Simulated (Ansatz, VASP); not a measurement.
# Sc: VASP beside Ansatz

```
Sc
1.0
    -1.65664    1.65664    1.65664
     1.65664   -1.65664    1.65664
     1.65664    1.65664   -1.65664
Sc
1
Direct
  0.00000 0.00000 0.00000
```

Alike in both runs: task relaxation of cell and atoms; functional PBEsol; k mesh 8 × 8 × 8; occupations gaussian, width 0.1 eV; no spin polarisation.

```csv
,VASP,Ansatz
version,VASP 6.6.1,Ansatz 0.2.0
potentials or method,"VASP PAW PBE potentials, release 64 (Sc_sv)","scalar-relativistic, plane waves, PAW"
plane-wave cutoff (eV),600,420
valence electrons in the cell,11,11
```

VASP gave:

- gap on the k mesh at the Fermi level, each at its own relaxed structure (eV): none
- relaxed volume (Å³/atom): 23.78
- relaxed cell length with the largest relative difference (Å): 3.138
- energy change over the relaxation (meV/atom): -339

**Question.** Estimate Ansatz's values.

**Answer.** gap on the k mesh at the Fermi level, each at its own relaxed structure (eV): none; relaxed volume (Å³/atom): 23.86; relaxed cell length with the largest relative difference (Å): 3.141; energy change over the relaxation (meV/atom): -336.

A gap of «none» marks a metal or a gap that the smearing closes.

Caveats: the volume moved by over 15 % at a fixed basis, so the end points are rough (VASP); the PAW data sets were made with another functional, which shifts forces and pressure a little (VASP).
